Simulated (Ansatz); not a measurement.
This AlN structure is the end of a relaxation. The cell was found from a structure generator's guess, not taken from experiment.

These are results of DFT PBE, scalar-relativistic, plane waves, PAW (Ansatz 0.2.0), not measurements. Cutoff 420 eV, Γ-centred mesh, Gaussian smearing, no spin polarisation.

```xyz
2
Lattice="2.6923 0.0000 0.0000 0.0000 2.6923 0.0000 0.0000 0.0000 4.9808" Properties=species:S:1:pos:R:3 pbc="T T T"
Al    1.3462    1.3462    0.0000
N     0.0000    0.0000    0.0000
```

Formation energies are uncorrected and refer to the elements' standard structures at the same level (N₂ as a molecule).

(1) What space group does it have?

(2) How far does it lie from the elements in energy?

(3) Is it a metal?

## Answers

(1) P4/mmm (No. 123). Conventional cell: a = 2.692 Å, c = 4.981 Å. Around Al lie 4 N at 1.90 Å; N has 4 Al at 1.90 Å.

(2) −0.655 eV/atom.

(3) No, the gap on the 10×10×6 mesh is 0.93 eV.

The last run used a 10×10×6 mesh (in the run's order of axes) for its 2-atom cell and Gaussian smearing of 0.02 eV. Weakly bound directions are ill-defined at this level, which has no dispersion term. Kohn–Sham gaps at this level usually fall short of measured ones. A structure relaxed within its symmetry needn't be a true minimum. Another cell of AlN relaxed alike, in F-43m, lies 0.69 eV/atom lower, so this cell isn't the stable form at this level.
